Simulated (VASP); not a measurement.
# CdTe (F-43m) in VASP: settings compared, part 2 of 2

VASP 6.6.1.

### Step 3. Electric field gradients, PBEsol

File INCAR:

```
SYSTEM = CdTe
PREC     = Accurate       ! precision mode
ENCUT    = 520            ! plane-wave cutoff, eV
EDIFF    = 1E-8           ! SCF threshold, eV
ISMEAR   = -1             ! smearing method
SIGMA    = 0.08           ! smearing width, eV
LREAL    = .FALSE.        ! projectors in reciprocal space
LASPH    = .TRUE.         ! aspherical terms in the spheres
NELM     = 80             ! most SCF steps
ALGO     = Normal         ! electronic algorithm
ISIF     = 2              ! what is computed and relaxed
LWAVE    = .FALSE.        ! write WAVECAR
LCHARG   = .FALSE.        ! write CHGCAR
GGA      = PS             ! functional
LEFG     = .TRUE.       
NBANDS   = 16             ! bands
```

File KPOINTS:

```
Automatic mesh
0
G
  9 9 9
  0 0 0
```

File POSCAR:

```
CdTe
1.0
    0.0000000000      3.2050000000      3.2050000000
    3.2050000000      0.0000000000      3.2050000000
    3.2050000000      3.2050000000      0.0000000000
Cd Te
1 1
Direct
    0.0000000000      0.0000000000      0.0000000000
    0.7500000000      0.7500000000      0.7500000000
```

Potentials or basis: VASP PAW PBE potentials, release 64 (Cd, Te).

Launch:

```bash
cat potpaw_PBE.64/Cd/POTCAR potpaw_PBE.64/Te/POTCAR > POTCAR
mpirun -np 1 vasp_std > vasp.out
```

OUTCAR:

```text
SYSTEM = CdTe
   PREC = Accurate
   ENCUT = 520
   EDIFF = 1E-8
   ISMEAR = -1
   LREAL = .FALSE.
   LASPH = .TRUE.
   NELM = 80
   ISIF = 2
   GGA = PS

 ion  position               nearest neighbor table
   1  0.000  0.000  0.000-   2 2.78   2 2.78   2 2.78   2 2.78
   2  0.750  0.750  0.750-   1 2.78   1 2.78   1 2.78   1 2.78

  LATTYP: Found a face centered cubic cell.
 ALAT       =     6.4100000000

  Lattice vectors:

 A1 = (   0.0000000000,   3.2050000000,   3.2050000000)
 A2 = (   3.2050000000,   0.0000000000,   3.2050000000)
[... 668 lines left out ...]
  ---------------------------------------------------
  free  energy   TOTEN  =        -5.4749779424 eV

  energy  without entropy=       -5.4749076972  energy(sigma->0) =       -5.47494282

 Electric field gradients (V/A^2)
---------------------------------------------------------------------
 ion       V_xx      V_yy      V_zz      V_xy      V_xz      V_yz
---------------------------------------------------------------------
   1      -0.000     0.000     0.000     0.001     0.001     0.001
   2      -0.000     0.000     0.000    -0.000    -0.000    -0.000
---------------------------------------------------------------------

 Electric field gradients after diagonalization (V/A^2)
 (convention: |V_zz| > |V_xx| > |V_yy|)
----------------------------------------------------------------------
 ion       V_xx      V_yy      V_zz     asymmetry (V_yy - V_xx)/ V_zz
----------------------------------------------------------------------
   1      -0.001    -0.001     0.001       0.000
   2       0.000     0.000    -0.000       0.000
----------------------------------------------------------------------

           NMR quadrupolar parameters

 Cq : quadrupolar parameter    Cq=e*Q*V_zz/h
 eta: asymmetry parameters     (V_yy - V_xx)/ V_zz
 Q  : nuclear electric quadrupole moment in mb (millibarn)
----------------------------------------------------------------------
 ion       Cq(MHz)       eta       Q (mb)
----------------------------------------------------------------------
   1       0.000       0.000       1.000
   2      -0.000       0.000       1.000
----------------------------------------------------------------------
```

OSZICAR:

```text
N       E                     dE             d eps       ncg     rms          rms(c)
DAV:   1     0.100839598749E+03    0.10084E+03   -0.83235E+03  1120   0.978E+02
DAV:   2    -0.219210796535E+01   -0.10303E+03   -0.97691E+02  1328   0.239E+02
DAV:   3    -0.569787099756E+01   -0.35058E+01   -0.35012E+01  1344   0.457E+01
DAV:   4    -0.572998019385E+01   -0.32109E-01   -0.32108E-01  1648   0.386E+00
DAV:   5    -0.573006619905E+01   -0.86005E-04   -0.86004E-04  1464   0.178E-01    0.587E+00
DAV:   6    -0.549407779957E+01    0.23599E+00   -0.43353E-01  1360   0.856E+00    0.482E+00
DAV:   7    -0.547586706547E+01    0.18211E-01   -0.10355E-01  1376   0.215E+00    0.190E+00
DAV:   8    -0.547496324041E+01    0.90383E-03   -0.10528E-02  1208   0.118E+00    0.497E-01
DAV:   9    -0.547493368312E+01    0.29557E-04   -0.73967E-04  1360   0.304E-01    0.123E-01
DAV:  10    -0.547495914032E+01   -0.25457E-04   -0.10318E-04  1384   0.930E-02    0.559E-02
DAV:  11    -0.547498030541E+01   -0.21165E-04   -0.46625E-05  1352   0.444E-02    0.419E-02
DAV:  12    -0.547497822872E+01    0.20767E-05   -0.41052E-06  1248   0.150E-02    0.212E-02
DAV:  13    -0.547497799824E+01    0.23048E-06   -0.69167E-07  1472   0.381E-03    0.960E-03
DAV:  14    -0.547497794875E+01    0.49490E-07   -0.40194E-07  1304   0.485E-03    0.462E-03
DAV:  15    -0.547497794240E+01    0.63549E-08   -0.48007E-08  1456   0.190E-03
   1 F= -.54749779E+01 E0= -.54749428E+01  d E =-.702452E-04
```

stdout:

```text
POSCAR found type information on POSCAR CdTe
 POSCAR found :  2 types and       2 ions
 scaLAPACK will be used
 -----------------------------------------------------------------------------
|                                                                             |
|                                                                             |
|     You enforced a specific xc type in the INCAR file but a different       |
|     I HOPE YOU KNOW WHAT YOU ARE DOING!                                     |
|                                                                             |
 -----------------------------------------------------------------------------

 LDA part: xc-table for (Slater+PW92), standard interpolation
 POSCAR, INCAR and KPOINTS ok, starting setup
 FFT: planning ... GRIDC
 FFT: planning ... GRID_SOFT
 FFT: planning ... GRID
 WAVECAR not read
 entering main loop
ion   1

ion   2
```

It took 84 s on 1 thread of Intel Xeon 8259CL, shared host; peak memory 0.22 GiB.

Results:

```yaml
Free_energy: -5.4750 eV
Pressure: 1.8 GPa
Band_gap_on_the_k_mesh: 0.76 eV
Largest_electric_field_gradient_by_atom: zero within the noise of the run
```

Caveat: the PAW data sets were made with another functional, which shifts forces and pressure a little; spin-orbit coupling is left out, which moves the levels of the heavy elements.

### Step 4. Electric field gradients, r2SCAN

POSCAR is that of step 3.

File INCAR.step1:

```
SYSTEM = CdTe
  PREC = Accurate
  ENCUT = 520
  ISMEAR = -1
  SIGMA = 0.08
  LREAL = .False.
  LASPH = .True.
  NELM = 60
  NBANDS = 16
  GGA = PE
  ALGO = Normal
  EDIFF = 1E-4
  LWAVE = .True.
  LCHARG = .False.
```

File INCAR.step2:

```
SYSTEM = CdTe
  PREC = Accurate
  ENCUT = 520
  EDIFF = 1E-8
  ISMEAR = -1
  SIGMA = 0.08
  LREAL = .False.
  LASPH = .True.
  NELM = 60
  ALGO = Normal
  ISIF = 2
  LWAVE = .False.
  LCHARG = .False.
  METAGGA = R2SCAN
  LMIXTAU = .True.
  LEFG = .True.
  NBANDS = 16
  ISTART = 1
```

File KPOINTS:

```
regular mesh
0
Gamma
  9 9 9
  0 0 0
```

Potentials or basis: VASP PAW PBE potentials, release 64 (Cd, Te).

Launch:

```bash
cat potpaw_PBE.64/Cd/POTCAR potpaw_PBE.64/Te/POTCAR > POTCAR
cp INCAR.step1 INCAR
mpirun -np 1 vasp_std > vasp.out
cp INCAR.step2 INCAR
mpirun -np 1 vasp_std > vasp.out
```

OUTCAR:

```text
SYSTEM = CdTe
   PREC = Accurate
   ENCUT = 520
   EDIFF = 1E-8
   ISMEAR = -1
   LREAL = .False.
   LASPH = .True.
   NELM = 60
   ISIF = 2
   METAGGA = R2SCAN
   ISTART = 1

 ion  position               nearest neighbor table
   1  0.000  0.000  0.000-   2 2.78   2 2.78   2 2.78   2 2.78
   2  0.750  0.750  0.750-   1 2.78   1 2.78   1 2.78   1 2.78

  LATTYP: Found a face centered cubic cell.
 ALAT       =     6.4100000000

  Lattice vectors:

 A1 = (   0.0000000000,   3.2050000000,   3.2050000000)
 A2 = (   3.2050000000,   0.0000000000,   3.2050000000)
[... 669 lines left out ...]
  free  energy   TOTEN  =       -46.5980568531 eV

  energy  without entropy=      -46.5980544998  energy(sigma->0) =      -46.59805568

 Electric field gradients (V/A^2)
---------------------------------------------------------------------
 ion       V_xx      V_yy      V_zz      V_xy      V_xz      V_yz
---------------------------------------------------------------------
   1      -0.000    -0.000     0.000     0.001     0.001     0.001
   2      -0.000     0.000    -0.000    -0.000    -0.000    -0.000
---------------------------------------------------------------------

 Electric field gradients after diagonalization (V/A^2)
 (convention: |V_zz| > |V_xx| > |V_yy|)
----------------------------------------------------------------------
 ion       V_xx      V_yy      V_zz     asymmetry (V_yy - V_xx)/ V_zz
----------------------------------------------------------------------
   1      -0.001    -0.001     0.002       0.000
   2       0.000     0.000    -0.000       0.000
----------------------------------------------------------------------

           NMR quadrupolar parameters

 Cq : quadrupolar parameter    Cq=e*Q*V_zz/h
 eta: asymmetry parameters     (V_yy - V_xx)/ V_zz
 Q  : nuclear electric quadrupole moment in mb (millibarn)
----------------------------------------------------------------------
 ion       Cq(MHz)       eta       Q (mb)
----------------------------------------------------------------------
   1       0.000       0.000       1.000
   2      -0.000       0.000       1.000
----------------------------------------------------------------------
```

OSZICAR.step1:

```text
N       E                     dE             d eps       ncg     rms          rms(c)
DAV:   1     0.101751369597E+03    0.10175E+03   -0.83451E+03  1120   0.978E+02
DAV:   2    -0.141045253797E+01   -0.10316E+03   -0.97950E+02  1328   0.239E+02
DAV:   3    -0.492240069556E+01   -0.35119E+01   -0.35075E+01  1368   0.459E+01
DAV:   4    -0.495463640394E+01   -0.32236E-01   -0.32234E-01  1656   0.386E+00
DAV:   5    -0.495472520664E+01   -0.88803E-04   -0.88802E-04  1472   0.181E-01    0.603E+00
DAV:   6    -0.474184895017E+01    0.21288E+00   -0.36735E-01  1368   0.753E+00    0.486E+00
DAV:   7    -0.472607429268E+01    0.15775E-01   -0.11181E-01  1344   0.219E+00    0.180E+00
DAV:   8    -0.472689443539E+01   -0.82014E-03   -0.11452E-02  1240   0.124E+00    0.493E-01
DAV:   9    -0.472718819932E+01   -0.29376E-03   -0.94666E-04  1376   0.335E-01    0.121E-01
DAV:  10    -0.472724517106E+01   -0.56972E-04   -0.10498E-04  1136   0.101E-01
   1 F= -.47272452E+01 E0= -.47272253E+01  d E =-.397387E-04
```

It took 5.1 min on 1 thread of Intel Xeon 8259CL, shared host; peak memory 0.24 GiB.

What came out:

```
Free energy                             : -46.5981 eV
Pressure                                : 3.4 GPa
Band gap on the k mesh                  : 1.38 eV
Largest electric field gradient by atom : zero within the noise of the run
```

Caveat: the cell stands under pressure; the PAW data sets were made with another functional, which shifts forces and pressure a little; spin-orbit coupling is left out, which moves the levels of the heavy elements.

### Step 5. Overview

| level | potentials or basis | gap on the mesh (eV) | pressure (GPa) |
| --- | --- | --- | --- |
| LDA | VASP PAW LDA potentials, release 64 (Cd, Te) | 0.65 | 0.2 |
| PBEsol | VASP PAW PBE potentials, release 64 (Cd, Te) | 0.76 | 1.8 |
| r2SCAN | VASP PAW PBE potentials, release 64 (Cd, Te) | 1.38 | 3.4 |

Alike in all rows: task electric field gradients; no spin polarisation; cell as given; k mesh 9 × 9 × 9; cutoff (eV) 520; smearing fermi-dirac 0.08 eV.

Caveats: spin-orbit coupling is left out, which moves the levels of the heavy elements; the PAW data sets were made with another functional, which shifts forces and pressure a little (at least some runs); the cell stands under pressure (at least some runs).

Absolute energies hang on the potentials; compare differences alone.

### Step 6. How close it comes

Step 2. Against the measured gap of CdTe, 1.607 eV (0 K; a printed reference work, data compilation), the calculated 0.65 eV is off by -0.95 eV. Spin-orbit coupling on Cd, Te is left out. The value is that of LDA, without temperature or zero-point motion. Semilocal functionals fall short of measured gaps as a rule.
